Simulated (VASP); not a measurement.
Wanted: the native input for a VASP 6.6.1 run.

- Task: single point
- Functional: PBEsol
- Potentials or basis: VASP PAW PBE potentials, release 64 (Sc_sv, H, O)
- Cutoff: 520 eV
- k mesh: 6 × 6 × 6
- Occupations: gaussian, width 0.01 eV
- Spin: no spin polarisation
- Dipole correction: no
- Further INCAR settings: ALGO = Normal; EDIFF = 1e-06; NBANDS = 20

The structure of ScHO2 lies in POSCAR:

```
ScHO2
1.0
    1.6435331667      0.9488956667      4.5309200000
   -1.6435331667      0.9488956667      4.5309200000
    0.0000000000     -1.8977913333      4.5309200000
Sc H O
1 1 2
Direct
    0.0000000000      0.0000000000      0.0000000000
    0.5000000000      0.5000000000      0.5000000000
    0.5897000000      0.5897000000      0.5897000000
    0.4103000000      0.4103000000      0.4103000000
```

The cell comes from a database or a generator and needn't be the stable form of this composition.

The input as run:

INCAR

```
SYSTEM = ScHO2
  PREC = Accurate
  ENCUT = 520
  EDIFF = 1E-6
  ISMEAR = 0
  SIGMA = 0.01
  LREAL = .FALSE.
  LASPH = .TRUE.
  NELM = 100
  ALGO = Normal
  ISIF = 2
  LWAVE = .FALSE.
  LCHARG = .FALSE.
  GGA = PS
  NBANDS = 20
```

KPOINTS

```
Automatic mesh
0
G
  6 6 6
  0 0 0
```

Potentials or basis: VASP PAW PBE potentials, release 64 (Sc_sv, H, O).

Run with:

```console
$ cat potpaw_PBE.64/Sc_sv/POTCAR potpaw_PBE.64/H/POTCAR potpaw_PBE.64/O/POTCAR > POTCAR
$ mpirun -np 1 vasp_std > vasp.out
```

It gave:

- Pressure: -8.9 GPa
- Largest force: 0.441 eV/Å
- Band gap on the k mesh: 3.86 eV, indirect (least direct gap 4.19 eV)

Caveat: the PAW data sets were made with another functional, which shifts forces and pressure a little.

Wall time 60 s on 1 thread of Intel(R) Xeon(R) Platinum 8488C (Sapphire Rapids), with other jobs on the host, peak memory 0.24 GiB.
